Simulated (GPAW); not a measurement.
InP, 2 atoms in the cell. Symmetry: F-43m, No. 216, cubic system. Conventional cell: a = 5.861 Å, b = 5.861 Å, c = 5.861 Å, α = 90.00°, β = 90.00°, γ = 90.00°. Around In (site symmetry -43m) lie 4 P at 2.54 Å. P (site symmetry -43m) has 4 In at 2.54 Å as nearest neighbours. 

```yaml
Program: GPAW 26.7.0
Task: single point
Functional: PBE
Potentials_or_basis: GPAW PAW data sets (gpaw-data 1.2.1)
Cutoff: 600 eV
Basis: pw
k_mesh: 8 × 8 × 8
Occupations: gaussian, width 0.025 eV
Spin: no spin polarisation
Maxiter: 150
```

Potentials or basis: GPAW PAW data sets (gpaw-data 1.2.1), pw.

Command:

```sh
$ OMP_NUM_THREADS=1 python run.py
```

Hardware: 1 thread of Arm Neoverse V1 (shared host).

Problem. How long does it take, and how much memory?

Solution. Wall time 16 s on 1 thread of Arm Neoverse V1, on a shared host, peak memory 0.16 GiB. Counts: scf iterations 9, plane waves 1700, bands 18, k points 29.
